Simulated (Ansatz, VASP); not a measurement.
# S in VASP and in Ansatz

```xyz
2
Lattice="3.9902 0.0000 0.0000 -1.9951 3.4556 0.0000 0.0000 0.0000 4.4880" Properties=species:S:1:pos:R:3 pbc="T T T"
S     0.0000    2.3037    2.2440
S     1.9951    1.1519    2.2440
```

Alike in both runs: functional PBE; k mesh 18 × 18 × 12; occupations gaussian, width 0.1 eV; no spin polarisation.

Ansatz relaxed the structure, and its values are those at the end. VASP's run is a single point on that final structure, the one shown.

|  | VASP | Ansatz |
| --- | --- | --- |
| version | VASP 6.6.1 | Ansatz 0.2.0 |
| potentials or method | VASP PAW PBE potentials, release 64 (S) | scalar-relativistic, plane waves, PAW |
| plane-wave cutoff (eV) | 520 | 420 |
| valence electrons in the cell | 12 | 12 |

|  | VASP | Ansatz | Ansatz less VASP |
| --- | --- | --- | --- |
| gap on the k mesh at the Fermi level (eV) | none | none | - |
| pressure (GPa) | -0.1 | 0.0 | +0.08 |

A gap of «none» marks a metal or a gap that the smearing closes.

Caveats: this functional lacks dispersion, which binds the layers, so the pressure and a relaxed spacing across them are unreliable.
